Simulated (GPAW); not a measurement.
Here is a GPAW 26.7.0 calculation.

run.py

```python
from ase import Atoms
from ase.dft.bandgap import bandgap
from ase.io import write
from ase.units import GPa
from gpaw import GPAW, PW

atoms = Atoms(['Pb', 'S'],
              cell=[[4.0896976867, 0.0, 0.0],
                    [-2.0448488433, 3.5417820905, 0.0],
                    [0.0, 0.0, 3.788167]],
              scaled_positions=[[0.0, 0.0, 0.0],
                                [0.6666666667, 0.3333333333, 0.5]],
              pbc=True)

calc = GPAW(mode=PW(600),
            xc='PBE',
            kpts={'size': (6, 6, 6), 'gamma': True},
            occupations={'name': 'fermi-dirac', 'width': 0.05},
            nbands=19,
            convergence={'density': 1e-05, 'energy': 1e-05},
            maxiter=150,
            txt='gpaw.txt')
atoms.calc = calc
energy = atoms.get_potential_energy()
forces = atoms.get_forces()
stress = atoms.get_stress()
calc.write('gs.gpw')
write('result.traj', atoms)
print(f'Energy: {energy:.6f} eV')
print('Forces (eV/A):')
print(forces.round(4))
print('Stress (GPa):', (stress / GPa).round(3))
print('Fermi level:', round(calc.get_fermi_level(), 4), 'eV')
print(f'Gap: {bandgap(calc)[0]:.4f} eV, direct: {bandgap(calc, direct=True)[0]:.4f} eV')

path = atoms.cell.bandpath('GMKGALHA,LM,KH', npoints=60, eps=1e-4)
bs_calc = calc.fixed_density(kpts=path, symmetry='off', nbands=31,
                             convergence={'bands': 'CBM+6.0', 'eigenstates': 1e-6}, txt='bands.txt')
bs = bs_calc.band_structure()
bs.write('bs.json')
print(f'Gap on the path: {bandgap(bs_calc)[0]:.4f} eV')
```

Potentials or basis: GPAW PAW data sets (gpaw-data 1.2.1), pw.

The run is started by

```bash
$ OMP_NUM_THREADS=1 python run.py
```

What does it give for the pressure?

-0.4 GPa.

What does it give for the band gap along the path?

None (metal or under the smearing width).

Levels at the corners of the path, in eV from the Fermi level:
```csv
point,band 6,band 7,band 8,band 9,band 10,band 11,band 12,band 13,band 14
Γ,-13.22,-6.46,-2.23,-1.76,-1.76,3.37,3.37,5.19,6.40
M,-12.15,-8.46,-2.77,-1.85,-1.25,1.85,3.84,5.17,5.33
K,-11.97,-8.56,-4.20,-1.10,0.07,1.76,3.45,3.71,8.16
Γ,-13.22,-6.46,-2.23,-1.76,-1.76,3.37,3.37,5.19,6.40
A,-12.13,-8.97,-1.17,-1.17,-0.02,0.80,3.77,3.77,8.11
L,-11.51,-7.37,-4.14,-4.10,-1.50,2.04,2.71,2.72,8.18
H,-11.43,-7.06,-4.18,-4.02,-2.37,-0.40,4.10,5.73,7.63
A,-12.13,-8.97,-1.17,-1.17,-0.02,0.80,3.77,3.77,8.11
L,-11.51,-7.37,-4.14,-4.10,-1.50,2.04,2.71,2.72,8.18
M,-12.15,-8.46,-2.77,-1.85,-1.25,1.85,3.84,5.17,5.33
K,-11.97,-8.56,-4.20,-1.10,0.07,1.76,3.45,3.71,8.16
H,-11.43,-7.06,-4.18,-4.02,-2.37,-0.40,4.10,5.73,7.63
```

Caveat: spin-orbit coupling is left out, which moves the levels of the heavy elements.
